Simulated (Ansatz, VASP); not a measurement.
## Two plane-wave programs on Au

```
Au
1.0
    -1.59098    1.59098    1.72356
     1.59098   -1.59098    1.72356
     1.59098    1.59098   -1.72356
Au
1
Direct
  0.00000 0.00000 0.00000
```

Change from the starting cell: strain -0.040 along x and y, +0.040 along z, atoms carried along.

Alike in both runs: task single point; functional PBEsol; k mesh 20 × 20 × 20; occupations gaussian, width 0.15 eV; no spin polarisation.

|  | VASP | Ansatz |
| --- | --- | --- |
| version | VASP 6.6.1 | Ansatz 0.2.0 |
| potentials or method | VASP PAW PBE potentials, release 64 (Au) | scalar-relativistic, plane waves, PAW |
| plane-wave cutoff (eV) | 520 | 420 |
| valence electrons in the cell | 11 | 19 |

|  | VASP | Ansatz | Ansatz less VASP |
| --- | --- | --- | --- |
| gap on the k mesh at the Fermi level (eV) | none | none | - |
| pressure (GPa) | -4.0 | -3.8 | +0.26 |
| largest component of the traceless stress (GPa) | 0.40 | 0.39 | -0.005 |

A gap of «none» marks a metal or a gap that the smearing closes. The functional is the same, so the differences come from potentials, cutoffs and numerics. The two sets of potentials don't hold the same shells in valence.

Caveats: the PAW data sets were made with another functional, which shifts forces and pressure a little (VASP). The runs have no spin-orbit coupling, so splittings on Au are missing.
